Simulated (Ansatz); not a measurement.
Te2Pt (Moncheite): single point with PBE

The system is Te2Pt (Moncheite).

```xyz
3
Lattice="4.0100 0.0000 0.0000 -2.0050 3.4728 0.0000 0.0000 0.0000 5.2010" Properties=species:S:1:pos:R:3 pbc="T T T"
Pt    0.0000    0.0000    0.0000
Te    2.0050    1.1576    3.9007
Te    0.0000    2.3152    1.3002
```

* Program: Ansatz 0.2.0
* Task: single point
* Functional: PBE
* Potentials or basis: Ansatz PAW
* Cutoff: 420 eV (not typed: the program's choice for these potentials)
* k mesh: 8 × 8 × 5
* Occupations: gaussian, width 0.022 eV
* Spin: no spin polarisation

```
Pressure               : 8.7 GPa
Largest force          : 0.973 eV/Å
Band gap on the k mesh : none (metal or under the smearing width)
```

Forces on the atoms (eV/Å):
```
Pt   0.000  0.000  0.000
Te   0.000  0.000 -0.973
Te   0.000  0.000  0.973
```

Stress tensor (GPa, compression positive):
```
9.25 0.00 0.00
0.00 9.25 0.00
0.00 0.00 7.67
```

Levels at points of the mesh, in eV from the Fermi level:
```
            k point  band 23  band 24  band 25  band 26  band 27  band 28
 (0.00, 0.00, 0.00)    -0.72    -0.72     1.03     1.03     1.22     2.57
(0.00, -0.50, 0.00)    -3.72    -3.63    -3.07     0.10     2.48     3.57
```

It took 1.1 s on 2 threads of Intel(R) Xeon(R) 6975P-C (Granite Rapids) (shared host), peak memory 0.45 GiB.

Spin-orbit coupling is left out, which matters for the levels of Pt, Te.
